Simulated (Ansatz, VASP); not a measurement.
**PbS in VASP and in Ansatz**

```xyz
4
Lattice="2.1073 -6.0701 0.0000 2.1073 6.0701 0.0000 0.0000 0.0000 4.3356" Properties=species:S:1:pos:R:3 pbc="T T T"
Pb    2.1073   -4.4851    3.2517
Pb    2.1073    4.4851    1.0839
S     2.1073   -1.7628    3.2517
S     2.1073    1.7628    1.0839
```

Measurements of this composition are mostly on another form, of space group No. 225.

Alike in both runs: task single point; functional PBEsol; k mesh 5 × 5 × 5; no spin polarisation.

|  | VASP | Ansatz |
| --- | --- | --- |
| version | VASP 6.6.1 | Ansatz 0.2.0 |
| potentials or method | VASP PAW PBE potentials, release 64 (Pb_d, S) | plane waves, PAW |
| plane-wave cutoff (eV) | 520 | 500 |
| occupations | gaussian, width 0.01 eV | fixed |
| valence electrons in the cell | 40 | 40 |

|  | VASP | Ansatz | Ansatz less VASP |
| --- | --- | --- | --- |
| pressure (GPa) | -3.7 | -3.6 | +0.02 |
| largest component of the traceless stress (GPa) | 0.38 | 0.40 | +0.011 |

Caveats: the PAW data sets were made with another functional, which shifts forces and pressure a little (VASP). A k mesh can miss the band edges.
